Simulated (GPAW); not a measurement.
Runs of GPAW 26.7.0 on Au. The structure is hexagonal, space group P6_3/mmc (No. 194). The conventional cell has a = 2.900 Å, b = 2.900 Å, c = 4.880 Å, α = 90.00°, β = 90.00°, γ = 120.00°. Around Au (site symmetry -6m2) lie 12 Au at 2.90 to 2.96 Å. This isn't the form of Au at room conditions, which is fcc.

| task | level | potentials or basis | cell | k mesh | band path | band points | optimizer | fmax | max steps | gap on the mesh (eV) | pressure (GPa) |
| --- | --- | --- | --- | --- | --- | --- | --- | --- | --- | --- | --- |
| band structure | PBEsol | PAW data sets generated in the run's folder for this functional, pw | as given | 9 × 9 × 5 | GMKGALHA,LM,KH | 100 | - | - | - | - | -4.3 |
| relaxation of cell and atoms | PBEsol | PAW data sets generated in the run's folder for this functional, pw | relaxed to 2 GPa | 8 × 8 × 4 | - | - | BFGS | 0.02 eV/Å | 60 | none | 2.0 |
| band structure | LDA | the program's PAW data sets (release 1.2.1) made for this functional, pw | as given | 9 × 9 × 5 | GMKGALHA,LM,KH | 100 | - | - | - | - | (a) |
| relaxation of cell and atoms | PBEsol | PAW data sets generated in the run's folder for this functional, pw | relaxed to 30 GPa | 8 × 8 × 4 | - | - | BFGS | 0.02 eV/Å | 60 | none | 30.0 |

Alike in all rows: no spin polarisation; cutoff (eV) 600; smearing fermi-dirac 0.05 eV.

Question: Fill in the values left out.

Answer: (a) -8.4.

Caveats: with this Au data set, volumes or pressures lay over 1.5 % or 2 GPa off other programs in two to four cells of ten; spin-orbit coupling is left out, which moves the levels of the heavy elements (some runs); later steps reuse the first step's grids (some runs).

A k mesh can miss the band edges, and the runs leave out spin-orbit coupling on Au.

A gap of «none» marks a metal or a gap under the smearing width.
